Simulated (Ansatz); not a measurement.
Crystal: Si2Ni.

```
Ni Si
1.0
     0.00000    2.70300    2.70300
     2.70300    0.00000    2.70300
     2.70300    2.70300    0.00000
Ni Si
1 2
Direct
  0.00000 0.00000 0.00000
  0.75000 0.75000 0.75000
  0.25000 0.25000 0.25000
```

Base run:

```yaml
Program: Ansatz 0.2.0
Functional: PBE
Potentials_or_basis: all-electron LAPW, scalar-relativistic
Cutoff: 269 eV (chosen from the basis error)
Basis_error_allowed: 0.002 eV/atom
k_mesh: 9 × 9 × 9
Occupations: fermi-dirac, width 0.05 eV
Spin: collinear spin, ferromagnetic start
Starting_moments: "[1.0, 0.0, 0.0] μB"
```

Its results: pressure 3.8 GPa; net moment 0.00 μB per cell.

Question: The run is repeated on the same cell with these changes: functional from PBE to LDA. What comes out?

Answer: Pressure -4.3 GPa; net moment 0.00 μB per cell.

LDA binds more tightly than PBE, so the same cell stands under less pressure.

Caveats: the starting moments weren't kept.
